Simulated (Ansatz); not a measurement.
**Relaxing Se**

Level of theory: Ansatz 0.2.0, DFT PBE, scalar-relativistic, plane waves, PAW.

Se was placed on the omega structure type (P6/mmm, No. 191), at a guessed volume.

Input of the last, converged step (default PAW datasets):

```yaml
crystal:
  lattice:
    - [7.332220959, 0.0, 0.0]
    - [-3.6661104795, 6.3498896167, 0.0]
    - [0.0, 0.0, 2.3622449722]
  atoms:
    - { symbol: Se, position: [0.0, 0.0, 0.0] }
    - { symbol: Se, position: [0.3333333333, 0.6666666667, 0.5] }
    - { symbol: Se, position: [0.6666666667, 0.3333333333, 0.5] }
basis:
  ecutwfc: 420
kpoints:
  mp_grid: { grid: [9, 9, 20] }
hamiltonian:
  xc: pbe
scf:
  occupations: { method: gaussian, width: 0.1 }
output:
  forces: true
  stress: true
  eigenvalues: true
relax:
  adjacent_minimum: "off"
  f_tol: 0.01
  max_steps: 80
  cell: { stress_tol: 0.05 }
```

It can be run as:

```bash
ansatz run input.yaml --threads 1 --pin off --backend cpu --events-out ev --progress --plain --runs-dir out  # memory cap (--max-ram) not shown
```

End of the output:

```
SCF converged after 4 iterations
Free energy (F): -16405.574127 eV
Harris-Foulkes:  -16405.574127 eV  (|F-HF|=3.64e-12)
Internal energy: -16405.564238 eV  (E = F + TS)
E sigma→0 (E₀):  -16405.569183 eV
Entropy (-TS):   -0.009889 eV (-3.296 meV/atom)
Fermi energy:    3.513278 eV
--- Per-component energies (eV) ---
  E_band       = -1381.573229
  E_kinetic    = 349.194754
  E_local      = -8876.078545  (includes V_loc(G=0)·N_el)
  E_nonlocal   = -1783.101045
  E_hartree    = 4282.687037
  E_xc         = -308.484854
  E_vxc        = -288.793486  (∫ρ·V_xc dr)
  E_paw        = -5736.418983  (= ΣΔE_a)
  E_vpaw       = 651.832664  (= ΣTr[D̂ρ^β])
  E_aug_tail   = -0.001813  (compensation charges beyond the density's cutoff)
  E_ewald      = -4333.360790
  E_smearing   = -0.009889  (= −TS)
  E_closure    = 0.000000  (closes the sum)
  Σ components = -16405.574127   (vs F -16405.574127, Δ=0.00e0)
--- Forces (eV/Å), atoms counted from 1 ---
  atom   1  Se     0.00000000     0.00000000     0.00000000
  atom   2  Se     0.00000000     0.00000000     0.00000000
  atom   3  Se     0.00000000     0.00000000     0.00000000
  max |Σ_I F_I| component: 1.45e-19 eV/Å
--- Stress (GPa, compression-positive) ---
        0.019402       0.000000       0.000000
        0.000000       0.019402       0.000000
        0.000000       0.000000      -0.011667
  P = ⅓ Tr σ = 0.0090 GPa (0.090 kbar)
--- Relaxed structure (1 steps of the walk, 1 accepted, 1 SCFs on fresh bases) ---
  F+E_penalty+E_count = -16405.57412734 eV   max|allowed force component| = 6.023e-19 eV/Å   (the final SCF, on the basis selected at the relaxed cell)
  cell:  # Å, volume = 109.9833 Å³
    - [7.332221, 0.0, 0.0]
    - [-3.666110, 6.349890, 0.0]
    - [0.0, 0.0, 2.362245]
  atoms:
    - { symbol: Se, position: [0.0, 0.0, 0.0] }
    - { symbol: Se, position: [0.333333, 0.666667, 0.5] }
    - { symbol: Se, position: [0.666667, 0.333333, 0.5] }
```

Total energies depend on the potentials used, so only differences within one code and one set of settings carry meaning.

The result has space group P6/mmm (No. 191). Se on Wyckoff site a (1 atom of the primitive cell) is coordinated by 2 Se at 2.36 Å; around Se on Wyckoff site d (2 atoms of the primitive cell) lie 2 Se at 2.36 Å.

It lies 0.56 eV/atom above the element's standard state at the same level.

For metals, differences of a few meV/atom aren't resolved. Weakly bound directions are ill-defined at this level, which has no dispersion term.

Symmetry constrained the relaxation, so the result can be a saddle point.